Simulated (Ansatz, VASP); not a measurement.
# One calculation of ZrH3, two programs

```
Zr H
1.0
     3.12604    0.00000    0.00000
     0.00000    3.12604    0.00000
     0.00000    0.00000    3.12604
Zr H
1 3
Direct
  0.00000 0.00000 0.00000
  0.00000 0.50000 0.50000
  0.50000 0.00000 0.50000
  0.50000 0.50000 0.00000
```

The cell comes from a database or a generator and needn't be the stable form of this composition.

Alike in both runs: task single point; functional PBEsol; k mesh 12 × 12 × 12; occupations gaussian, width 0.05 eV; no spin polarisation.

|  | VASP | Ansatz |
| --- | --- | --- |
| version | VASP 6.6.1 | Ansatz 0.2.0 |
| potentials or method | VASP PAW PBE potentials, release 64 (Zr_sv, H) | scalar-relativistic, plane waves, PAW |
| plane-wave cutoff (eV) | 520 | 420 |
| valence electrons in the cell | 15 | 15 |

|  | VASP | Ansatz | Ansatz less VASP |
| --- | --- | --- | --- |
| gap on the k mesh at the Fermi level (eV) | none | none | - |
| pressure (GPa) | -4.6 | -4.6 | +0.02 |

A gap of «none» marks a metal or a gap that the smearing closes.

Caveats: the PAW data sets were made with another functional, which shifts forces and pressure a little (VASP).
